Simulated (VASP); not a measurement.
# Si (I4/mmm) in VASP: notebook

Runs on Si. Level: PBE. Tasks: single point.

Program: VASP 6.6.1. These are calculated values, not measurements. Logs are shortened: lines on timing, memory, paths and dates and some standing lists are left out, and cuts for length are marked.

### 1 The crystal as given

The structure is tetragonal, space group I4/mmm (No. 139). The conventional cell has a = 6.651 Å, b = 6.651 Å, c = 3.845 Å, α = 90.00°, β = 90.00°, γ = 90.00°. Si (site symmetry m2m) is surrounded by 4 Si at 2.34 to 2.38 Å.

This isn't the form of Si at room conditions, which is diamond.

### 2 Single point, PBE

File INCAR:

```
ALGO     = Normal         # electronic algorithm
EDIFF    = 1E-7           # SCF threshold, eV
ENCUT    = 520            # plane-wave cutoff, eV
GGA      = PE             # functional
ISIF     = 2              # what is computed and relaxed
ISMEAR   = 0              # smearing method
LASPH    = True           # aspherical terms in the spheres
LCHARG   = False          # write CHGCAR
LREAL    = False          # projectors in reciprocal space
LWAVE    = False          # write WAVECAR
NBANDS   = 16             # bands
NELM     = 100            # most SCF steps
PREC     = Accurate       # precision mode
SIGMA    = 0.02           # smearing width, eV
```

File KPOINTS:

```
k-points
0
Gamma
  8 8 8
```

File POSCAR:

```
Si
5.0806
   -0.654537710113      0.654537710113      0.378377683738
    0.654537710113     -0.654537710113      0.378377683738
    0.654537710113      0.654537710113     -0.378377683738
Si
4
Direct
    0.8211989400      0.1788010600      0.0000000000
    0.1788010600      0.8211989400      0.0000000000
    0.8211989400      0.8211989400      0.6423978800
    0.1788010600      0.1788010600      0.3576021200
```

Potentials or basis: VASP PAW PBE potentials, release 64 (Si).

Run with:

```sh
$ cat potpaw_PBE.64/Si/POTCAR > POTCAR
$ mpirun -np 1 vasp_std > vasp.out
```

OUTCAR:

```text
EDIFF = 1E-7
   ENCUT = 520
   GGA = PE
   ISIF = 2
   ISMEAR = 0
   LASPH = True
   LREAL = False
   NELM = 100
   PREC = Accurate

 ion  position               nearest neighbor table
   1  0.821  0.179  0.000-   2 2.34   2 2.34   4 2.38   3 2.38
   2  0.179  0.821  0.000-   1 2.34   1 2.34   4 2.38   3 2.38
   3  0.821  0.821  0.642-   4 2.34   4 2.34   1 2.38   2 2.38
   4  0.179  0.179  0.358-   3 2.34   3 2.34   2 2.38   1 2.38

  LATTYP: Found a body centered tetragonal cell.
 ALAT       =     6.6508885800
 C/A-ratio  =     0.5780838566

  Lattice vectors:

 A1 = (  -3.3254442900,   3.3254442900,   1.9223856600)
 A2 = (   3.3254442900,  -3.3254442900,   1.9223856600)
 A3 = (   3.3254442900,   3.3254442900,  -1.9223856600)

Analysis of symmetry for initial positions (statically):
=====================================================================
 Subroutine PRICEL returns:
 Original cell was already a primitive cell.

 Routine SETGRP: Setting up the symmetry group for a
 body centered tetragonal supercell.

 Subroutine GETGRP returns: Found 16 space group operations
 (whereof 16 operations were pure point group operations)
 out of a pool of 16 trial point group operations.

The static configuration has the point symmetry D_4h.

Analysis of symmetry for dynamics (positions and initial velocities):
=====================================================================
 Subroutine PRICEL returns:
 Original cell was already a primitive cell.

 Routine SETGRP: Setting up the symmetry group for a
 body centered tetragonal supercell.

 Subroutine GETGRP returns: Found 16 space group operations
 (whereof 16 operations were pure point group operations)
 out of a pool of 16 trial point group operations.

The dynamic configuration has the point symmetry D_4h.

 Subroutine INISYM returns: Found 16 space group operations
 (whereof 16 operations are pure point group operations),
 and found     1 'primitive' translations

----------------------------------------------------------------------------------------

                                     Primitive cell

  volume of cell :      85.0354

  direct lattice vectors                    reciprocal lattice vectors
    -3.325444290  3.325444290  1.922385660     0.000000000  0.150355849  0.260093492
     3.325444290 -3.325444290  1.922385660     0.150355849  0.000000000  0.260093492
     3.325444290  3.325444290 -1.922385660     0.150355849  0.150355849  0.000000000

  length of vectors
     5.080622607  5.080622607  5.080622607     0.300425542  0.300425542  0.212635281

  position of ions in fractional coordinates (direct lattice)
     0.821198940  0.178801060  0.000000000
     0.178801060  0.821198940  0.000000000
     0.821198940  0.821198940  0.642397880
     0.178801060  0.178801060  0.357602120

  ion indices of the primitive-cell ions
   primitive index   ion index
                 1           1
                 2           2
                 3           3
                 4           4

----------------------------------------------------------------------------------------

 KPOINTS: k-points

Automatic generation of k-mesh.
 Grid dimensions read from file:
 generate k-points for:    8    8    8

 Generating k-lattice:

  Cartesian coordinates                     Fractional coordinates (reciprocal lattice)
     0.000000000  0.018794481  0.032511687     0.125000000  0.000000000  0.000000000
     0.018794481  0.000000000  0.032511687     0.000000000  0.125000000  0.000000000
     0.018794481  0.018794481  0.000000000     0.000000000  0.000000000  0.125000000

  Length of vectors
     0.037553193  0.037553193  0.026579410

  Shift w.r.t. Gamma in fractional coordinates (k-lattice)
     0.000000000  0.000000000  0.000000000

 Subroutine IBZKPT returns following result:
 ===========================================

 Found     59 irreducible k-points:

 Following reciprocal coordinates:
            Coordinates               Weight
  0.000000  0.000000  0.000000      1.000000
  0.125000  0.000000 -0.000000      8.000000
  0.250000  0.000000 -0.000000      8.000000
  0.375000  0.000000  0.000000      8.000000
  0.500000  0.000000 -0.000000      4.000000
  0.125000  0.125000 -0.000000      8.000000
[... 16 lines left out ...]
  0.250000  0.125000  0.125000     16.000000
  0.375000  0.125000  0.125000      8.000000
 [... further k-points ...]
   k-points           NKPTS =     59   k-points in BZ     NKDIM =     59   number of bands    NBANDS=     16
   number of dos      NEDOS =    301   number of ions     NIONS =      4
   total plane-waves  NPLWV =  64000
   dimension x,y,z NGX =    40 NGY =   40 NGZ =   40
   dimension x,y,z NGXF=    80 NGYF=   80 NGZF=   80
   ions per type =               4
   NGX,Y,Z   is equivalent  to a cutoff of  13.09, 13.09, 13.09 a.u.
   NGXF,Y,Z  is equivalent  to a cutoff of  26.18, 26.18, 26.18 a.u.
 SYSTEM =  unknown system
   PREC   = accura    normal or accurate (medium, high low for compatibility)
   ISTART =      0    job   : 0-new  1-cont  2-samecut
   ICHARG =      2    charge: 1-file 2-atom 10-const
   ISPIN  =      1    spin polarized calculation?
   LNONCOLLINEAR =      F non collinear calculations
   LSORBIT =      F    spin-orbit coupling
   LASPH  =      T    aspherical Exc in radial PAW
   ENCUT  =  520.0 eV  38.22 Ry    6.18 a.u.   9.45  9.45  9.45*2*pi/ulx,y,z
   NELM   =    100;   NELMIN=  2; NELMDL= -5     # of ELM steps
   EDIFF  = 0.1E-06   stopping-criterion for ELM
   LREAL  =      F    real-space projection
   EDIFFG = 0.1E-05   stopping-criterion for IOM
   NSW    =      0    number of steps for IOM
   IBRION =     -1    ionic relax: 0-MD 1-quasi-New 2-CG
   NFREE  =      0    steps in history (QN), initial steepest desc. (CG)
   ISIF   =      2    stress and relaxation
   ISYM   =      2    0-nonsym 1-usesym 2-fastsym
   POTIM  = 0.5000    time-step for ionic-motion
   TEBEG  =    0.0;   TEEND  =   0.0 temperature during run
   PSTRESS=    0.0 pullay stress
   NELECT =      16.0000    total number of electrons
   NUPDOWN=      -1.0000    fix difference up-down
   EMIN   =  10.00;   EMAX   =-10.00  energy-range for DOS
   EFERMI =   0.00;   METHOD = LEGACY
   ISMEAR =     0;   SIGMA  =   0.02  broadening in eV -4-tet -1-fermi 0-gaus
   EFERMI_NEDOS =   21; number of points for ismear=-14 and -15
   IALGO  =     38    algorithm
   IMIX   =      4    mixing-type and parameters
     AMIX     =   0.40;   BMIX     =  1.00
     AMIX_MAG =   1.60;   BMIX_MAG =  1.00
  volume/ion in A,a.u.               =      21.26       143.46
  Fermi-wavevector in a.u.,A,eV,Ry     =   0.938098  1.772748 11.973506  0.880028
  Thomas-Fermi vector in A             =   2.065276
   LORBIT       =      0    0 simple, 1 ext, 2 COOP (PROOUT), +10 PAW based schemes
   GGA     = PE    functional components
   LHFCALC =     F    Hartree Fock is set to
   AEXX    =    0.0000 exact exchange contribution
   IVDW    =     0    specifies the selected vdW correction
   LEPSILON=     F    determine dielectric tensor
   LRPA    =     F    only Hartree local field effects (RPA)
 non-spin polarized calculation
 Gauss-broadening in eV      SIGMA  =   0.02
  energy-cutoff  :      520.00
  volume of cell :       85.04
 maximum number of plane-waves:      2319
 NGX is ok and might be reduce to    40
   NGX = 19   NGY = 19   NGZ = 19

 number of electron      16.0000000 magnetization

 Free energy of the ion-electron system (eV)
  ---------------------------------------------------
  ext. energy  EPLUGINS =         0.00000000
  ---------------------------------------------------
  free energy    TOTEN  =       -21.28887216 eV

  energy without entropy =      -21.28887216  energy(sigma->0) =      -21.28887216

 E-fermi :   5.5709     XC(G=0):  -9.0825

 val. band max:        5.4511167862   @ k =   0.5000   0.5000   0.5000
 cond. band min:       5.7124769045   @ k =   0.2500   0.2500   0.2500
 fundamental gap:      0.2613601183
 Fermi energy:         5.5708727857

 k-point     1 :       0.0000    0.0000    0.0000
  band No.  band energies     occupation
      1      -6.5959      2.00000
      2      -2.3764      2.00000
      3      -0.1169      2.00000
      4      -0.1169      2.00000
      5       1.6967      2.00000
      6       3.9565      2.00000
[... 8 lines left out ...]
     15      10.9220      0.00000
     16      12.4094      0.00000

 k-point     2 :       0.1250    0.0000   -0.0000
  band No.  band energies     occupation
      1      -6.4236      2.00000
      2      -2.4088      2.00000
      3      -0.3388      2.00000
      4       0.1158      2.00000
      5       1.8309      2.00000
      6       3.0798      2.00000
[... 8 lines left out ...]
     15      10.3504      0.00000
     16      13.2632      0.00000

 k-point     3 :       0.2500    0.0000   -0.0000
  band No.  band energies     occupation
      1      -5.9218      2.00000
      2      -2.3885      2.00000
      3      -0.9971      2.00000
      4       0.2823      2.00000
      5       1.7974      2.00000
      6       2.0454      2.00000
[... 8 lines left out ...]
     15      11.3755      0.00000
     16      11.3995      0.00000

 k-point     4 :       0.3750    0.0000    0.0000
  band No.  band energies     occupation
      1      -5.1688      2.00000
      2      -2.2066      2.00000
      3      -2.0547      2.00000
      4      -0.2843      2.00000
      5       1.2340      2.00000
      6       2.0051      2.00000
[... 8 lines left out ...]
     15      11.6724      0.00000
     16      12.7578      0.00000

 k-point     5 :       0.5000    0.0000   -0.0000
  band No.  band energies     occupation
      1      -4.6207      2.00000
      2      -2.7660      2.00000
      3      -2.0341      2.00000
      4      -0.6857      2.00000
      5       1.1080      2.00000
      6       1.9699      2.00000
[... 8 lines left out ...]
     15      11.0739      0.00000
     16      13.1681      0.00000

 k-point     6 :       0.1250    0.1250   -0.0000
  band No.  band energies     occupation
      1      -6.0039      2.00000
      2      -2.1888      2.00000
      3      -0.3772      2.00000
      4      -0.3555      2.00000
      5       1.6857      2.00000
      6       2.2752      2.00000
[... 8 lines left out ...]
     15      10.9926      0.00000
     16      12.0206      0.00000
[... 267 lines left out ...]
 k-point    21 :       0.5000    0.5000   -0.0000
  band No.  band energies     occupation
      1      -5.5862      2.00000
      2      -4.6621      2.00000
      3       0.1306      2.00000
      4       0.5097      2.00000
      5       2.6131      2.00000
      6       3.4454      2.00000
[... 8 lines left out ...]
     15      11.1564      0.00000
     16      12.6831      0.00000

 k-point    22 :       0.1250    0.1250    0.1250
  band No.  band energies     occupation
      1      -5.7647      2.00000
      2      -2.9617      2.00000
      3      -0.3307      2.00000
      4      -0.3266      2.00000
      5       2.0367      2.00000
      6       2.3220      2.00000
[... 8 lines left out ...]
     15      11.3006      0.00000
     16      12.0500      0.00000

 k-point    23 :       0.2500    0.1250    0.1250
  band No.  band energies     occupation
      1      -5.0486      2.00000
      2      -2.8102      2.00000
      3      -1.5295      2.00000
      4      -0.7546      2.00000
      5       1.6459      2.00000
      6       2.5056      2.00000
[... 8 lines left out ...]
     15      12.3976      0.00000
     16      13.2567      0.00000

 k-point    24 :       0.3750    0.1250    0.1250
  band No.  band energies     occupation
      1      -4.5675      2.00000
      2      -2.6444      2.00000
      3      -2.2623      2.00000
      4      -1.0838      2.00000
      5       1.5541      2.00000
      6       2.6209      2.00000
[... 8 lines left out ...]
     15      12.7911      0.00000
     16      13.8598      0.00000

 [... further k-points ...]

------------------------ aborting loop because EDIFF is reached ----------------------------------------

  FORCE on cell =-STRESS in cart. coord.  units (eV):
  Direction    XX          YY          ZZ          XY          YZ          ZX
  --------------------------------------------------------------------------------------
  -------------------------------------------------------------------------------------
  Total        0.6937896      0.6937896      0.6763461      0.0000000      0.0000000      0.0000000
  in kB       13.0718933     13.0718933     12.7432347      0.0000000      0.0000000      0.0000000
  external PRESSURE =      12.9623404 kB  Pullay stress =       0.0000000 kB

 VOLUME and BASIS-vectors are now :
 -----------------------------------------------------------------------------
  energy-cutoff  :      520.00
  volume of cell :       85.04
      direct lattice vectors                 reciprocal lattice vectors
    -3.325444290  3.325444290  1.922385660     0.000000000  0.150355849  0.260093492
     3.325444290 -3.325444290  1.922385660     0.150355849  0.000000000  0.260093492
     3.325444290  3.325444290 -1.922385660     0.150355849  0.150355849  0.000000000

 POSITION                                       TOTAL-FORCE (eV/Angst)
 -----------------------------------------------------------------------------------
     -2.13626      2.13626      1.92239        -0.005699      0.005699      0.000000
      2.13626     -2.13626      1.92239         0.005699     -0.005699      0.000000
      2.13626      2.13626      1.92239         0.005699      0.005699      0.000000
      1.18919      1.18919     -0.00000        -0.005699     -0.005699     -0.000000
 -----------------------------------------------------------------------------------
    total drift:                               -0.000000     -0.000000      0.000000

  FREE ENERGIE OF THE ION-ELECTRON SYSTEM (eV)
  ---------------------------------------------------
  free  energy   TOTEN  =       -21.2888721565 eV

  energy  without entropy=      -21.2888721565  energy(sigma->0) =      -21.28887216
```

Wall time 39 s (1 thread of Intel Xeon 6975P-C (Granite Rapids), shared host); peak memory 0.24 GiB.

What came out:

| Property | Result |
| --- | --- |
| Free energy | -21.2889 eV |
| Pressure | 1.3 GPa |
| Largest force | 0.008 eV/Å |
| Band gap on the k mesh | 0.26 eV, indirect (least direct gap 0.39 eV) |

Forces in eV/Å, atoms in the order of the input:
```
Si  -0.006  0.006  0.000
Si   0.006 -0.006  0.000
Si   0.006  0.006  0.000
Si  -0.006 -0.006  0.000
```

A k mesh can miss the band edges. As with any semilocal functional, this PBE gap is likely too small.

(Part 1 of 2 ends here.)
